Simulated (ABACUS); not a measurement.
A run of ABACUS 3.10.1:

File INPUT:

```
INPUT_PARAMETERS
suffix              La2O3
calculation         nscf
basis_type          pw
pseudo_dir          ./
symmetry            -1
dft_functional      pz
ecutwfc             40.0
pseudo_rcut         10
nspin               1
nbands              30
ks_solver           dav
smearing_method     fd
smearing_sigma      0.00367493
scf_thr             1e-08
scf_nmax            100
mixing_type         broyden
mixing_beta         0.7
ecutrho             320.0
init_chg            file
pw_diag_thr         1e-07
out_band            1
kpar                4
```

File STRU:

```
ATOMIC_SPECIES
La 138.9055 la_lda_v1.uspp.F.UPF
O 15.9990 o_lda_v1.2.uspp.F.UPF

LATTICE_CONSTANT
1.8897261246

LATTICE_VECTORS
3.9307778800 0.0000000000 0.0000000000
-1.9653889400 3.4041535007 0.0000000000
0.0000000000 0.0000000000 6.1119535200

ATOMIC_POSITIONS
Direct

La
0.0
2
0.3333333333 0.6666666667 0.2462356800 1 1 1
0.6666666667 0.3333333333 0.7537643200 1 1 1

O
0.0
3
0.0000000000 0.0000000000 0.0000000000 1 1 1
0.3333333333 0.6666666667 0.6458906500 1 1 1
0.6666666667 0.3333333333 0.3541093500 1 1 1
```

KPT

```
K_POINTS
12
Line
0.00000000 0.00000000 0.00000000 6 // G
0.50000000 0.00000000 0.00000000 6 // M
0.33333333 0.33333333 0.00000000 6 // K
0.00000000 0.00000000 0.00000000 6 // G
0.00000000 0.00000000 0.50000000 6 // A
0.50000000 0.00000000 0.50000000 6 // L
0.33333333 0.33333333 0.50000000 6 // H
0.00000000 0.00000000 0.50000000 1 // A
0.50000000 0.00000000 0.50000000 6 // L
0.50000000 0.00000000 0.00000000 1 // M
0.33333333 0.33333333 0.00000000 6 // K
0.33333333 0.33333333 0.50000000 1 // H
```

Potentials or basis: GBRV ultrasoft 1.5 LDA, plane waves.

The run is started by

```sh
$ OMP_NUM_THREADS=1 mpirun -np 4 abacus > log
```

Hardware: 4 MPI ranks on AMD EPYC 9R45 96-Core Processor (Zen 5), with other jobs on the host.

Q: Estimate the wall time of this run.

A: Run time: 14 s on 4 MPI ranks on AMD EPYC 9R45 96-Core Processor (Zen 5) (shared host), peak memory 2.3 GiB a rank. Counts: scf iterations 1, k points 57, bands 30, ranks 4.
